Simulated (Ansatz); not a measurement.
**How settings move the G0W0 gap of PbO (zincblende)**

Zincblende PbO, relaxed with r2SCAN; one-shot G0W0 in Ansatz without spin-orbit coupling. Values at 0 K without nuclear motion; spin polarisation is off, and the phase may be a hypothetical one.

```xyz
2
Lattice="0.0000 2.7988 2.7988 2.7988 0.0000 2.7988 2.7988 2.7988 0.0000" Properties=species:S:1:pos:R:3 pbc="T T T"
Pb    0.0000    0.0000    0.0000
O     1.3994    1.3994    1.3994
```

Gaps are read over the mesh points alone. G0W0 values are finite-basis, finite-mesh values.
```json
{"start": "PBE", "potentials": "PAW", "frequency model": "contour deformation", "mesh": "6×6×6", "empty bands": "99", "screening cutoff (eV)": "100", "Kohn-Sham gap (eV)": "0.47", "G0W0 gap (eV)": "0.45"}
{"start": "PBE", "potentials": "PAW", "frequency model": "contour deformation", "mesh": "6×6×6", "empty bands": "240", "screening cutoff (eV)": "180", "Kohn-Sham gap (eV)": "0.47", "G0W0 gap (eV)": "0.65"}
{"start": "HSE06", "potentials": "PAW", "frequency model": "contour deformation", "mesh": "6×6×6", "empty bands": "240", "screening cutoff (eV)": "180", "Kohn-Sham gap (eV)": "1.09", "G0W0 gap (eV)": "1.02"}
{"start": "r2SCAN", "potentials": "PAW", "frequency model": "contour deformation", "mesh": "6×6×6", "empty bands": "240", "screening cutoff (eV)": "180", "Kohn-Sham gap (eV)": "0.66", "G0W0 gap (eV)": "0.76"}
{"start": "PBE0", "potentials": "PAW", "frequency model": "contour deformation", "mesh": "6×6×6", "empty bands": "240", "screening cutoff (eV)": "180", "Kohn-Sham gap (eV)": "1.74", "G0W0 gap (eV)": "1.22"}
{"start": "PBE", "potentials": "PAW", "frequency model": "Godby-Needs pole", "mesh": "6×6×6", "empty bands": "240", "screening cutoff (eV)": "180", "Kohn-Sham gap (eV)": "0.47", "G0W0 gap (eV)": "0.44"}
{"start": "PBE", "potentials": "PAW", "frequency model": "contour deformation", "mesh": "8×8×8", "empty bands": "71", "screening cutoff (eV)": "80", "Kohn-Sham gap (eV)": "0.43", "G0W0 gap (eV)": "0.33"}
{"start": "PBE", "potentials": "norm-conserving", "frequency model": "contour deformation", "mesh": "6×6×6", "empty bands": "240", "screening cutoff (eV)": "180", "Kohn-Sham gap (eV)": "0.48", "G0W0 gap (eV)": "0.64"}
```

The quasiparticle gap on this mesh is 0.65 eV (k = (1/6, -1/2, -1/3) to X), against 0.47 eV from PBE: +0.18 eV. Renormalisation factors Z lie between 0.62 and 0.76.

Raising bands and cutoff together moves the gap by +0.20 eV (100 to 180 eV); the last step is still large, so the basis limit isn't reached. Starting from HSE06 (1.09 eV against PBE's 0.47 eV) gives 1.02 eV, +0.37 eV from G0W0@PBE at the same screening cutoff. Starting from r2SCAN (0.66 eV against PBE's 0.47 eV) gives 0.76 eV, +0.11 eV from G0W0@PBE at the same screening cutoff. Starting from PBE0 (1.74 eV against PBE's 0.47 eV) gives 1.22 eV, +0.57 eV from G0W0@PBE at the same screening cutoff. The Godby-Needs plasmon pole differs from contour deformation by -0.21 eV. Norm-conserving potentials (wave cutoff 1240 eV against 420 eV) shift the quasiparticle gap by -0.01 eV and the PBE gap by +0.01 eV. r2SCAN runs take a wave cutoff of 500 eV.

Coordinates of k points refer to the reciprocal vectors of the primitive cell of the runs.

The program warns that the k mesh is coarse for exact exchange in some of these runs, so their gaps aren't converged.
